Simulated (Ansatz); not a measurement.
# GaAs: how the settings move a single-point run

How sensitive is a single-point run of GaAs to its settings? A reference run comes first, then one run with altered input.

Program: Ansatz 0.2.0. Level of theory: reference: DFT, PBEsol, PAW with Ansatz's default frozen-core files, fully relativistic files with spin-orbit coupling; levels and slopes on a fine mesh. These are calculated values, not measurements.

### Step 1. The system as given

Symmetry: F-43m, No. 216, cubic system. Conventional cell: a = 5.658 Å, b = 5.658 Å, c = 5.658 Å, α = 90.00°, β = 90.00°, γ = 90.00°. Ga (site symmetry -43m) has 4 As at 2.45 Å as nearest neighbours. Around As (site symmetry -43m) lie 4 Ga at 2.45 Å.

As a file:

```cif
data_structure
_symmetry_space_group_name_H-M 'P 1'
_symmetry_Int_Tables_number 1
_cell_length_a 4.0009
_cell_length_b 4.0009
_cell_length_c 4.0009
_cell_angle_alpha 60.000
_cell_angle_beta 60.000
_cell_angle_gamma 60.000
_cell_volume 45.28
loop_
_atom_site_label
_atom_site_type_symbol
_atom_site_fract_x
_atom_site_fract_y
_atom_site_fract_z
_atom_site_occupancy
Ga1 Ga 0.00000 0.00000 0.00000 1
As1 As 0.75000 0.75000 0.75000 1
```

### Step 2. The reference run

Contents of input.yaml:

```yaml
crystal:
  lattice:
    - [0.0, 2.82905233261, 2.82905233261]
    - [2.82905233261, 0.0, 2.82905233261]
    - [2.82905233261, 2.82905233261, 0.0]
  atoms:
    - { symbol: Ga, position: [0.0, 0.0, 0.0] }
    - { symbol: As, position: [0.75, 0.75, 0.75] }
kpoints:
  mp_grid: { grid: [8, 8, 8] }
scf:
  occupations: { method: fermi_dirac, width: 0.01 }
hamiltonian:
  xc: pbesol
  pseudopotentials: { kind: paw_fr }
magnetization:
  noncollinear: true
  spin_orbit: true
output:
  forces: true
  stress: true
  eigenvalues: true
  eigenstates:
    nscf_kmesh: { grid: [10, 10, 10] }
    de_dk: true
    e_range: [-9, 10.42466883815]
checkpoint:
  write: ck
  write_wavefunctions: false
```

Run with:

```sh
> ansatz run input.yaml --threads 1 --pin off --max-ram 3072MiB --backend cpu --events-out ev --progress --plain --runs-dir out
```

### Step 3. Changed: occupations.method methfessel_paxton

input.yaml, as its differences from that of step 2:

```diff
@@ -11,3 +11,3 @@
 scf:
-  occupations: { method: fermi_dirac, width: 0.01 }
+  occupations: { method: methfessel_paxton, width: 0.01 }
 hamiltonian:
```

What does the calculation give? Wanted: for each run, ending; energy change; pressure; gap; force.

As calculated:

| run | ending | energy change | pressure (GPa) | gap (eV) | force (eV/Å) | cycles | time |
| --- | --- | --- | --- | --- | --- | --- | --- |
| reference | converged | 0 | 0.0 | 0.32 | 0.00 | - | 31 s |
| 1: occupations.method methfessel_paxton | converged | 0.0 meV/atom (σ→0) | 0.0 | 0.32 | 0.00 | 10 | 29 s |

Residual by cycle in the longest SCF loop of each run; runs are numbered as in the table. The quantity is the density residual dr2, in eV.

| cycle | reference | run 1 |
| --- | --- | --- |
| 1 | 0.405 | 0.405 |
| 2 | 0.172 | 0.172 |
| 3 | 0.00609 | 0.00609 |
| 4 | 2.0e-4 | 2.0e-4 |
| 5 | 1.9e-5 | 1.9e-5 |
| 6 | 2.2e-6 | 2.2e-6 |
| 7 | 8.3e-8 | 8.3e-8 |
| 8 | 1.3e-9 | 1.3e-9 |
| 9 | 3.8e-11 | 3.8e-11 |
| 10 | 6.7e-13 | 6.6e-13 |

What this shows: The changed input (smearing) leaves the energy the same to the digits printed.

These are semilocal Kohn-Sham gaps, which aren't the measured quantity. Such gaps usually fall short of the measured ones.
